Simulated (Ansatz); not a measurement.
KCl: response to strain

Take KCl in the rock salt structure (space group Fm-3m, No. 225) as the base.

```xyz
2
Lattice="0.0000 3.1907 3.1907 3.1907 0.0000 3.1907 3.1907 3.1907 0.0000" Properties=species:S:1:pos:R:3 pbc="T T T"
K      0.0000     0.0000     0.0000
Cl     3.1907     3.1907     3.1907
```

Strains are applied to the cell and any free atomic positions relax.

Computed with plane-wave PAW DFT at the PBE level (Ansatz, a program for electronic structure, 420 eV), no SOC.

Notes on the quantities. energy relative to the base: free energy F.

| isotropic strain (%) | energy relative to the base (meV/atom) |
|---|---|
| -3 | 15.0 |
| -2.5 | 10.2 |
| -0.5 | ? |
| 0 | 0.0 |
| 0.5 | 0.4 |
| 1 | 1.4 |
| 1.5 | 3.1 |
| 2 | 5.5 |
| 2.5 | 8.4 |

### Question
Fit ΔE = Aε² + Bε³ (ε in %) to the rows shown and predict the withheld row.

### Answer
Least squares on the printed values gives A = 1.49 and B = -0.059 meV/atom (largest residual 0.1 meV/atom); this predicts 0.4 meV/atom, and the run gives 0.4 meV/atom, in agreement.

No phonon test of stability was made.
